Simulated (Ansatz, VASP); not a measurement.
**Pb2O: VASP beside Ansatz**

File INCAR:

```
SYSTEM = Pb2O
ALGO = Normal
EDIFF = 1E-6
ENCUT = 520
GGA = PS
ISIF = 2
ISMEAR = 0
LASPH = .True.
LCHARG = .False.
LREAL = .False.
LWAVE = .False.
NBANDS = 43
NELM = 80
PREC = Accurate
SIGMA = 0.1
```

Contents of KPOINTS:

```
k-points
0
Gamma
  4 4 4
  0 0 0
```

The input POSCAR:

```
Pb2O
1.0
    5.3800000000      0.0000000000      0.0000000000
    0.0000000000      5.3800000000      0.0000000000
    0.0000000000      0.0000000000      5.3800000000
Pb O
4 2
Direct
    0.2500000000      0.2500000000      0.2500000000
    0.7500000000      0.7500000000      0.2500000000
    0.2500000000      0.7500000000      0.7500000000
    0.7500000000      0.2500000000      0.7500000000
    0.0000000000      0.0000000000      0.0000000000
    0.5000000000      0.5000000000      0.5000000000
```

Input for Ansatz:

```yaml
crystal:
  lattice:
    - [5.38, 0.0, 0.0]
    - [0.0, 5.38, 0.0]
    - [0.0, 0.0, 5.38]
  atoms:
    - { symbol: Pb, position: [0.25, 0.25, 0.25] }
    - { symbol: Pb, position: [0.75, 0.75, 0.25] }
    - { symbol: Pb, position: [0.25, 0.75, 0.75] }
    - { symbol: Pb, position: [0.75, 0.25, 0.75] }
    - { symbol: O, position: [0.0, 0.0, 0.0] }
    - { symbol: O, position: [0.5, 0.5, 0.5] }
basis:
  ecutwfc: 420
kpoints:
  mp_grid: { grid: [4, 4, 4] }
hamiltonian:
  xc: pbesol
scf:
  occupations: { method: gaussian, width: 0.1 }
output:
  forces: true
  stress: true
  eigenvalues: true
```

Alike in both runs: task single point; functional PBEsol; k mesh 4 × 4 × 4; occupations gaussian, width 0.1 eV; no spin polarisation.

```csv
,VASP,Ansatz
version,VASP 6.6.1,Ansatz 0.2.0
potentials or method,"VASP PAW PBE potentials, release 64 (Pb_d, O)","scalar-relativistic, plane waves, PAW"
plane-wave cutoff (eV),520,420
valence electrons in the cell,68,68
```

```tsv
	VASP	Ansatz	Ansatz less VASP
gap on the k mesh at the Fermi level (eV)	none	none	-
pressure (GPa)	-0.1	-0.1	-0.04
```

A gap of «none» marks a metal or a gap that the smearing closes.

Caveats: the PAW data sets were made with another functional, which shifts forces and pressure a little (VASP). Spin-orbit coupling is left out, which matters for the levels of Pb.
